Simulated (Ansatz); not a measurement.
The system is Hf.

```
Hf
1.0
     3.19670    0.00000    0.00000
    -1.59835    2.76842    0.00000
     0.00000    0.00000    5.05780
Hf
2
Direct
  0.66667 0.33333 0.75000
  0.33333 0.66667 0.25000
```

Base run:

```yaml
Program: Ansatz 0.2.0
Functional: RPBE
Potentials_or_basis: all-electron LAPW, scalar-relativistic
Cutoff: 213 eV
Density_cutoff: 850 eV
Basis_error_allowed: 0.001 eV/atom
k_mesh: 10 × 10 × 5
Occupations: fermi-dirac, width 0.05 eV
Spin: no spin polarisation
```

Its results: pressure 3.5 GPa.

After a change of settings the same cell gave: pressure 0.6 GPa. Which change was it?
A. functional from RPBE to PBEsol
B. functional from RPBE to BLYP
C. functional from RPBE to PBE
D. functional from RPBE to LDA

C.

PBE binds more tightly than RPBE, so the same cell stands under less pressure.

Not every run made on this cell is shown here.
